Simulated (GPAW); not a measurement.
Runs of GPAW 26.7.0 on ZnS (Wurtzite-2H). The structure is hexagonal, space group P6_3mc (No. 186). The conventional cell has a = 3.811 Å, b = 3.811 Å, c = 6.234 Å, α = 90.00°, β = 90.00°, γ = 120.00°. Zn (site symmetry 3m) is surrounded by 4 S at 2.31 to 2.40 Å. Around S (site symmetry 3m) lie 4 Zn at 2.31 to 2.40 Å. 

```tsv
task	level	potentials or basis	cell	k mesh	cutoff (eV)	smearing	maxiter	kernel	response ecut	response k mesh	response bands	grid spacing	other keys	gap on the mesh (eV)	pressure (GPa)	largest force (eV/Å)
single point	PBE	PAW data sets generated in the run's folder for this functional, pw	as given	7 × 7 × 4	450	fermi-dirac 0.05 eV	80	-	-	-	-	-	-	2.24	1.9	0.33
eps q	RPBE	the program's PAW data sets (release 1.2.1) made for this functional, pw	as given	7 × 7 × 4	450	fermi-dirac 0.001 eV	150	ALDA	50 eV	9 × 9 × 5	58	-	-	2.42	-	-
band structure	SCAN	GPAW PAW data sets (gpaw-data 1.2.1), pw	as given	6 × 6 × 3	600	fermi-dirac 0.05 eV	150	-	-	-	-	-	-	2.75	-0.7	0.32
band structure	PBE	GPAW PAW data sets (gpaw-data 1.2.1), lcao:dzp	as given	6 × 6 × 3	-	fermi-dirac 0.05 eV	150	-	-	-	-	0.2 Å	-	2.24	-	0.34
optical spectrum	PBE	GPAW PAW data sets (gpaw-data 1.2.1), newer versions, pw	volume scaled by 1.08	6 × 6 × 4	450	fermi-dirac 0.001 eV	150	LR0.2	40 eV	15 × 15 × 8	50	-	-	1.89	-	-
band structure	TASK	GPAW PAW data sets (gpaw-data 1.2.1), pw	as given	6 × 6 × 3	600	fermi-dirac 0.05 eV	150	-	-	-	-	-	-	3.97	5.6	0.32
single point	PBE	GPAW PAW data sets (gpaw-data 1.2.1), pw	as given	6 × 6 × 3	900	fermi-dirac 0.05 eV	75	-	-	-	-	-	several, not listed	2.24	(b)	0.33
relaxation of cell and atoms	RPBE+D4	the program's PAW data sets (release 1.2.1) made for this functional, pw	relaxed	6 × 6 × 3	600	fermi-dirac 0.05 eV	150	-	-	-	-	-	-	(a)	0.1	-
single point	RPBE	the program's PAW data sets (release 1.2.1) made for this functional, pw	as given	7 × 7 × 4	450	fermi-dirac 0.05 eV	80	-	-	-	-	-	-	2.42	4.8	0.34
eps q	PBE	GPAW PAW data sets (gpaw-data 1.2.1), newer versions, pw	as given	7 × 7 × 4	400	fermi-dirac 0.001 eV	150	RPA	60 eV	10 × 10 × 6	58	-	-	2.24	-	-
single point	PBE	GPAW PAW data sets (gpaw-data 1.2.1), newer versions, pw	volume scaled by 1.08	6 × 6 × 4	450	fermi-dirac 0.01 eV	150	-	-	-	-	-	-	1.89	-3.2	0.24
band structure	GLLB-SC	the program's PAW data sets (release 1.2.1) made for this functional, pw	as given	6 × 6 × 3	600	fermi-dirac 0.05 eV	150	-	-	-	-	-	-	3.77	-	-
```

Alike in all rows: no spin polarisation.

Problem. Fill in the values left out.

Solution. (a) 2.43; (b) 2.4.

Caveats: the cutoff is short for stress and forces, so pressures can be off by a GPa or more (some runs); an odd mesh through Γ misses points on the zone boundary, where band edges often lie (some runs); the PAW data sets were made with another functional, which shifts forces and pressure a little (some runs); the real-space grid adds noise to forces (some runs); the basis of atomic orbitals isn't converged, which shifts pressures, moduli and gaps (some runs); the long-wavelength limit can be off by several per cent where d states take part (some runs); independent-particle spectra lack excitons (some runs).
